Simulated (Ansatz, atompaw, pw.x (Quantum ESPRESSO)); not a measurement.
## What a changed setting does to a pw.x run (fcc Zn)

Potential: PAW, atompaw 4.2.0.5, PBE; core [Ne] 3s2, reference 3p6 3d10 4s2 4p0; waves: 4s (bound): rc 2.45 bohr; 4s channel at 2.35 Ry: rc 2.45 bohr; 3p (bound): rc 1.10 bohr; 4p (bound, empty): rc 2.45 bohr; 3d (bound): rc 1.40 bohr; 3d channel at 3.85 Ry: rc 1.40 bohr; local part: troulliermartins scheme with l = 3 at 0 Ry, radius 1.95 bohr; core correction: smooth core density matched at 1.35 bohr; augmentation: sinc compensation charge, radius 2.15 bohr; PAW radius 2.45 bohr; waves and projectors: custom rrkj gramschmidtortho.

The reference run (k-mesh 14³, cutoffs 170/900 Ry, Fermi–Dirac 0.01 Ry, mixing_beta 0.4, conv_thr 1e-9, no spin) gives 0.51 GPa at 15.241 Å³/atom, where all-electron LAPW gives -0.27 GPa. This run, with its own iteration cap, changes k-mesh shift to 1.

```
&control
  calculation='scf', prefix='x', pseudo_dir='./', outdir='./tmp', tstress=.true., disk_io='none'
/
&system
  ibrav=0, nat=1, ntyp=1, ecutwfc=170, ecutrho=900, nbnd=17,
  occupations='smearing', smearing='fd', degauss=0.01
/
&electrons
  conv_thr=1e-09, mixing_beta=0.4, electron_maxstep=60
/
ATOMIC_SPECIES
Zn 1.0 Zn.UPF
CELL_PARAMETERS angstrom
  0.00000000 1.96786132 1.96786132
  1.96786132 0.00000000 1.96786132
  1.96786132 1.96786132 0.00000000
ATOMIC_POSITIONS crystal
Zn 0.0000 0.0000 0.0000
K_POINTS automatic
14 14 14 1 1 1
```

```bash
pw.x < Zn.scf.in > Zn.scf.out
```

How does the run end?

It converges in 9 iterations; the free energy moves by +5.2 meV/atom and the pressure by -0.05 GPa.

```
Message from routine setup:
     using ibrav=0 with symmetry is DISCOURAGED, use correct ibrav instead
     lattice parameter (alat)  =       5.2591  a.u.
     unit-cell volume          =     102.8514 (a.u.)^3
     number of electrons       =        18.00
     number of Kohn-Sham states=           17
     kinetic-energy cutoff     =     170.0000  Ry
     charge density cutoff     =     900.0000  Ry
     scf convergence threshold =      1.0E-09
     Exchange-correlation= SLA PW PBX PBC
     number of k points=   280  Fermi-Dirac smearing, width (Ry)=  0.0100
     iteration #  1     ecut=   170.00 Ry     beta= 0.40
     total energy              =    -452.07236625 Ry
     estimated scf accuracy    <       0.03856848 Ry
     iteration #  2     ecut=   170.00 Ry     beta= 0.40
     total energy              =    -452.09947531 Ry
     estimated scf accuracy    <       0.00190468 Ry
     iteration #  3     ecut=   170.00 Ry     beta= 0.40
     total energy              =    -452.10316186 Ry
     estimated scf accuracy    <       0.00071882 Ry
     [... 3 iterations left out ...]
     iteration #  7     ecut=   170.00 Ry     beta= 0.40
     total energy              =    -452.10317041 Ry
     estimated scf accuracy    <       0.00000011 Ry
     iteration #  8     ecut=   170.00 Ry     beta= 0.40
     total energy              =    -452.10317046 Ry
     estimated scf accuracy    <          2.4E-09 Ry
     iteration #  9     ecut=   170.00 Ry     beta= 0.40
     the Fermi energy is    16.2851 ev
!    total energy              =    -452.10317046 Ry
     estimated scf accuracy    <          1.1E-10 Ry
     smearing contrib. (-TS)   =      -0.00142436 Ry
     The total energy is F=E-TS. E is the sum of the following terms:
     one-electron contribution =    -250.82381608 Ry
     hartree contribution      =      78.45452874 Ry
     xc contribution           =     -29.45000908 Ry
     ewald contribution        =    -199.73213001 Ry
     one-center paw contrib.   =     -50.55031967 Ry
     convergence has been achieved in   9 iterations
          total   stress  (Ry/bohr**3)                   (kbar)     P=        4.64
     Message from routine punch:
     Nothing written, as per user request (disk_io='none')
```

The run took about 3.4 min on one core of a shared host (Intel(R) Xeon(R) Platinum 8488C, 96 threads, 744 GiB, load 27).
